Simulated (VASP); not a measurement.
# Gd (Im-3m) in VASP: settings compared, part 10 of 10

VASP 6.6.1. Earlier steps stand in the parts before.

## 109. Equation of state, PBE, collinear spin, ferromagnetic start, 34.21 Å³/atom

INCAR

```
SYSTEM = Gd
ADDGRID = .False. ; ALGO = Normal
EDIFF = 1E-6 ; ENCUT = 550
GGA = PE ; ISIF = 2
ISMEAR = 0 ; ISPIN = 2
LASPH = .True. ; LCHARG = .False.
LMAXMIX = 6 ; LORBIT = 11
LREAL = .False. ; LWAVE = .False.
MAGMOM = 7 ; NELM = 100
PREC = Low ; SIGMA = 0.2
```

KPOINTS

```
k-points
0
Gamma
  10 10 10
  0 0 0
```

POSCAR

```
Gd
1.0
   -2.0450508090      2.0450508090      2.0450508090
    2.0450508090     -2.0450508090      2.0450508090
    2.0450508090      2.0450508090     -2.0450508090
Gd
1
Direct
    0.0000000000      0.0000000000      0.0000000000
```

Run with:

```console
cat potpaw_PBE.64/Gd/POTCAR > POTCAR
mpirun -np 1 vasp_std > vasp.out
```

Wall time 36 s (1 thread of Intel Xeon Platinum 8559C (Emerald Rapids), shared host); peak memory 0.16 GiB.

These settings aren't checked as converged: the numbers below hold their error.

What came out:

- Free energy: -11.6341 eV
- Pressure: -1.5 GPa
- Band gap on the k mesh: none (metal or under the smearing width)
- Net moment: 7.63 μB per cell
- Site moments: Gd +6.99 μB
- Valence electrons inside the program's atomic spheres: Gd 15.19

Caveat: spin-orbit coupling is left out, which moves the levels of the heavy elements.

## 110. Equation of state, PBE, collinear spin, ferromagnetic start, 32.22 Å³/atom

Edit INCAR of step 109 so:

```diff
@@ -9,2 +9,2 @@
 MAGMOM = 7 ; NELM = 100
-PREC = Low ; SIGMA = 0.2
+PREC = Normal ; SIGMA = 0.2
```

KPOINTS is that of step 109.

POSCAR

```
Gd
1.0
   -2.0045440560      2.0045440560      2.0045440560
    2.0045440560     -2.0045440560      2.0045440560
    2.0045440560      2.0045440560     -2.0045440560
Gd
1
Direct
    0.0000000000      0.0000000000      0.0000000000
```

Run with:

```console
cat potpaw_PBE.64/Gd/POTCAR > POTCAR
mpirun -np 1 vasp_std > vasp.out
```

Run time: 50 s. Hardware: 1 thread of Intel Xeon Platinum 8559C (Emerald Rapids), shared host; peak memory 0.17 GiB.

The run converged, but some of its settings lie outside the range that counts as converged, so its numbers aren't taken as properties of the crystal.

What came out:

```
Free energy                                           : -11.6299 eV
Pressure                                              : 1.2 GPa
Band gap on the k mesh                                : none (metal or under the smearing width)
Net moment                                            : 7.62 μB per cell
Site moments                                          : Gd +7.00 μB
Valence electrons inside the program's atomic spheres : Gd 15.21
```

Caveat: spin-orbit coupling is left out, which moves the levels of the heavy elements.

## 111. Equation of state, PBE, collinear spin, ferromagnetic start, 34.21 Å³/atom

INCAR is that of step 110.

KPOINTS is that of step 110.

POSCAR

```
Gd
1.0
   -2.0450508090      2.0450508090      2.0450508090
    2.0450508090     -2.0450508090      2.0450508090
    2.0450508090      2.0450508090     -2.0450508090
Gd
1
Direct
    0.0000000000      0.0000000000      0.0000000000
```

Potentials or basis: VASP PAW PBE potentials, release 64 (Gd).

Run with:

```console
cat potpaw_PBE.64/Gd/POTCAR > POTCAR
mpirun -np 1 vasp_std > vasp.out
```

Run time: 42 s. Hardware: 1 thread of Intel Xeon Platinum 8559C (Emerald Rapids), shared host; peak memory 0.18 GiB.

The run converged, but some of its settings lie outside the range that counts as converged, so its numbers aren't taken as properties of the crystal.

What came out:

```
Free energy                                           : -11.6317 eV
Pressure                                              : -0.8 GPa
Band gap on the k mesh                                : none (metal or under the smearing width)
Net moment                                            : 7.63 μB per cell
Site moments                                          : Gd +6.99 μB
Valence electrons inside the program's atomic spheres : Gd 15.19
```

Caveat: spin-orbit coupling is left out, which moves the levels of the heavy elements.

## 112. Equation of state, PBE, collinear spin, ferromagnetic start, 32.22 Å³/atom

Edit INCAR of step 111 so:

```diff
@@ -7,4 +7,4 @@
 LMAXMIX = 6 ; LORBIT = 11
-LREAL = .False. ; LWAVE = .False.
+LREAL = Auto ; LWAVE = .False.
 MAGMOM = 7 ; NELM = 100
-PREC = Normal ; SIGMA = 0.2
+PREC = Accurate ; SIGMA = 0.2
```

KPOINTS is that of step 111.

POSCAR

```
Gd
1.0
   -2.0045440560      2.0045440560      2.0045440560
    2.0045440560     -2.0045440560      2.0045440560
    2.0045440560      2.0045440560     -2.0045440560
Gd
1
Direct
    0.0000000000      0.0000000000      0.0000000000
```

Run with:

```console
cat potpaw_PBE.64/Gd/POTCAR > POTCAR
mpirun -np 1 vasp_std > vasp.out
```

Run time: 3.7 min. Hardware: 1 thread of Intel Xeon Platinum 8559C (Emerald Rapids), shared host; peak memory 0.2 GiB.

The run converged, but some of its settings lie outside the range that counts as converged, so its numbers aren't taken as properties of the crystal.

Results:

```
Free energy                                           : -11.6299 eV
Pressure                                              : 1.2 GPa
Band gap on the k mesh                                : none (metal or under the smearing width)
Net moment                                            : 7.62 μB per cell
Site moments                                          : Gd +7.00 μB
Valence electrons inside the program's atomic spheres : Gd 15.21
```

Caveat: spin-orbit coupling is left out, which moves the levels of the heavy elements.

## 113. Equation of state, PBE, collinear spin, ferromagnetic start, 34.21 Å³/atom

INCAR is that of step 112.

KPOINTS is that of step 112.

POSCAR

```
Gd
1.0
   -2.0450508090      2.0450508090      2.0450508090
    2.0450508090     -2.0450508090      2.0450508090
    2.0450508090      2.0450508090     -2.0450508090
Gd
1
Direct
    0.0000000000      0.0000000000      0.0000000000
```

Run with:

```console
cat potpaw_PBE.64/Gd/POTCAR > POTCAR
mpirun -np 1 vasp_std > vasp.out
```

Wall time 2.4 min (1 thread of Intel Xeon Platinum 8559C (Emerald Rapids), shared host); peak memory 0.21 GiB.

These settings aren't checked as converged: the numbers below hold their error.

What came out:

* Free energy: -11.6318 eV
* Pressure: -1.6 GPa
* Band gap on the k mesh: none (metal or under the smearing width)
* Net moment: 7.63 μB per cell
* Site moments: Gd +7.00 μB
* Valence electrons inside the program's atomic spheres: Gd 15.19

Caveat: spin-orbit coupling is left out, which moves the levels of the heavy elements.

## 114. Equation of state, PBE, collinear spin, ferromagnetic start, 32.22 Å³/atom

INCAR

```
SYSTEM = Gd
ADDGRID = .False. ; ALGO = Normal
EDIFF = 1E-4 ; ENCUT = 550
GGA = PE ; ISIF = 2
ISMEAR = 0 ; ISPIN = 2
LASPH = .True. ; LCHARG = .False.
LMAXMIX = 6 ; LORBIT = 11
LREAL = .False. ; LWAVE = .False.
MAGMOM = 7 ; NELM = 100
PREC = Accurate ; SIGMA = 0.2
```

KPOINTS is that of step 113.

POSCAR

```
Gd
1.0
   -2.0045440560      2.0045440560      2.0045440560
    2.0045440560     -2.0045440560      2.0045440560
    2.0045440560      2.0045440560     -2.0045440560
Gd
1
Direct
    0.0000000000      0.0000000000      0.0000000000
```

Potentials or basis: VASP PAW PBE potentials, release 64 (Gd).

Run with:

```console
cat potpaw_PBE.64/Gd/POTCAR > POTCAR
mpirun -np 1 vasp_std > vasp.out
```

Wall time 32 s (1 thread of Intel Xeon Platinum 8559C (Emerald Rapids), shared host); peak memory 0.2 GiB.

These settings aren't checked as converged: the numbers below hold their error.

Results:

```
Free energy                                           : -11.6309 eV
Pressure                                              : -4.8 GPa
Band gap on the k mesh                                : none (metal or under the smearing width)
Net moment                                            : 7.63 μB per cell
Site moments                                          : Gd +7.02 μB
Valence electrons inside the program's atomic spheres : Gd 15.21
```

Caveat: spin-orbit coupling is left out, which moves the levels of the heavy elements.

## 115. Equation of state, PBE, collinear spin, ferromagnetic start, 34.21 Å³/atom

INCAR is that of step 114.

KPOINTS is that of step 114.

POSCAR

```
Gd
1.0
   -2.0450508090      2.0450508090      2.0450508090
    2.0450508090     -2.0450508090      2.0450508090
    2.0450508090      2.0450508090     -2.0450508090
Gd
1
Direct
    0.0000000000      0.0000000000      0.0000000000
```

Run with:

```console
cat potpaw_PBE.64/Gd/POTCAR > POTCAR
mpirun -np 1 vasp_std > vasp.out
```

It took 41 s on 1 thread of Intel Xeon Platinum 8559C (Emerald Rapids), shared host; peak memory 0.21 GiB.

These settings aren't checked as converged: the numbers below hold their error.

What came out:

```
Free energy                                           : -11.6353 eV
Pressure                                              : -12.6 GPa
Band gap on the k mesh                                : none (metal or under the smearing width)
Net moment                                            : 7.52 μB per cell
Site moments                                          : Gd +7.02 μB
Valence electrons inside the program's atomic spheres : Gd 15.17
```

Caveat: spin-orbit coupling is left out, which moves the levels of the heavy elements.

## 116. Equation of state, PBE, collinear spin, ferromagnetic start, 32.22 Å³/atom

Edit INCAR of step 115 so:

```diff
@@ -2,3 +2,3 @@
 ADDGRID = .False. ; ALGO = Normal
-EDIFF = 1E-4 ; ENCUT = 550
+EDIFF = 1E-6 ; ENCUT = 550
 GGA = PE ; ISIF = 2
```

KPOINTS

```
k-points
0
Gamma
  11 11 11
  0 0 0
```

POSCAR

```
Gd
1.0
   -2.0045440560      2.0045440560      2.0045440560
    2.0045440560     -2.0045440560      2.0045440560
    2.0045440560      2.0045440560     -2.0045440560
Gd
1
Direct
    0.0000000000      0.0000000000      0.0000000000
```

Run with:

```console
cat potpaw_PBE.64/Gd/POTCAR > POTCAR
mpirun -np 1 vasp_std > vasp.out
```

It took 81 s on 1 thread of Intel Xeon Platinum 8559C (Emerald Rapids), shared host; peak memory 0.21 GiB.

These settings aren't checked as converged: the numbers below hold their error.

What came out:

| Item | Value |
| --- | --- |
| Free energy | -11.6288 eV |
| Pressure | 1.4 GPa |
| Band gap on the k mesh | none (metal or under the smearing width) |
| Net moment | 7.62 μB per cell |
| Site moments | Gd +7.00 μB |
| Valence electrons inside the program's atomic spheres | Gd 15.21 |

Caveat: spin-orbit coupling is left out, which moves the levels of the heavy elements.

## 117. Equation of state, PBE, collinear spin, ferromagnetic start, 34.21 Å³/atom

INCAR is that of step 116.

KPOINTS is that of step 116.

POSCAR

```
Gd
1.0
   -2.0450508090      2.0450508090      2.0450508090
    2.0450508090     -2.0450508090      2.0450508090
    2.0450508090      2.0450508090     -2.0450508090
Gd
1
Direct
    0.0000000000      0.0000000000      0.0000000000
```

Potentials or basis: VASP PAW PBE potentials, release 64 (Gd).

Run with:

```console
cat potpaw_PBE.64/Gd/POTCAR > POTCAR
mpirun -np 1 vasp_std > vasp.out
```

Run time: 65 s. Hardware: 1 thread of Intel Xeon Platinum 8559C (Emerald Rapids), shared host; peak memory 0.22 GiB.

The run converged, but some of its settings lie outside the range that counts as converged, so its numbers aren't taken as properties of the crystal.

Results:

| Property | Result |
| --- | --- |
| Free energy | -11.6317 eV |
| Pressure | -1.6 GPa |
| Band gap on the k mesh | none (metal or under the smearing width) |
| Net moment | 7.64 μB per cell |
| Site moments | Gd +7.00 μB |
| Valence electrons inside the program's atomic spheres | Gd 15.19 |

Caveat: spin-orbit coupling is left out, which moves the levels of the heavy elements.

## 118. Equation of state, PBE, collinear spin, ferromagnetic start, 32.22 Å³/atom

Edit INCAR of step 117 so:

```diff
@@ -2,3 +2,3 @@
 ADDGRID = .False. ; ALGO = Normal
-EDIFF = 1E-6 ; ENCUT = 550
+EDIFF = 1E-6 ; ENCUT = 700
 GGA = PE ; ISIF = 2
```

KPOINTS

```
k-points
0
Gamma
  10 10 10
  0 0 0
```

POSCAR

```
Gd
1.0
   -2.0045440560      2.0045440560      2.0045440560
    2.0045440560     -2.0045440560      2.0045440560
    2.0045440560      2.0045440560     -2.0045440560
Gd
1
Direct
    0.0000000000      0.0000000000      0.0000000000
```

Run with:

```console
cat potpaw_PBE.64/Gd/POTCAR > POTCAR
mpirun -np 1 vasp_std > vasp.out
```

Run time: 2 min. Hardware: 1 thread of Intel Xeon Platinum 8559C (Emerald Rapids), shared host; peak memory 0.25 GiB.

The run converged, but some of its settings lie outside the range that counts as converged, so its numbers aren't taken as properties of the crystal.

What came out:

* Free energy: -11.6338 eV
* Pressure: 1.0 GPa
* Band gap on the k mesh: none (metal or under the smearing width)
* Net moment: 7.62 μB per cell
* Site moments: Gd +7.01 μB
* Valence electrons inside the program's atomic spheres: Gd 15.21

Caveat: spin-orbit coupling is left out, which moves the levels of the heavy elements.

## 119. Equation of state, PBE, collinear spin, ferromagnetic start, 34.21 Å³/atom

INCAR is that of step 118.

KPOINTS is that of step 118.

POSCAR

```
Gd
1.0
   -2.0450508090      2.0450508090      2.0450508090
    2.0450508090     -2.0450508090      2.0450508090
    2.0450508090      2.0450508090     -2.0450508090
Gd
1
Direct
    0.0000000000      0.0000000000      0.0000000000
```

Run with:

```console
cat potpaw_PBE.64/Gd/POTCAR > POTCAR
mpirun -np 1 vasp_std > vasp.out
```

It took 70 s on 1 thread of Intel Xeon Platinum 8559C (Emerald Rapids), shared host; peak memory 0.26 GiB.

These settings aren't checked as converged: the numbers below hold their error.

Results:

```yaml
Free_energy: -11.6356 eV
Pressure: -1.0 GPa
Band_gap_on_the_k_mesh: none (metal or under the smearing width)
Net_moment: 7.64 μB per cell
Site_moments: Gd +7.00 μB
Valence_electrons_inside_the_program's_atomic_spheres: Gd 15.19
```

Caveat: spin-orbit coupling is left out, which moves the levels of the heavy elements.
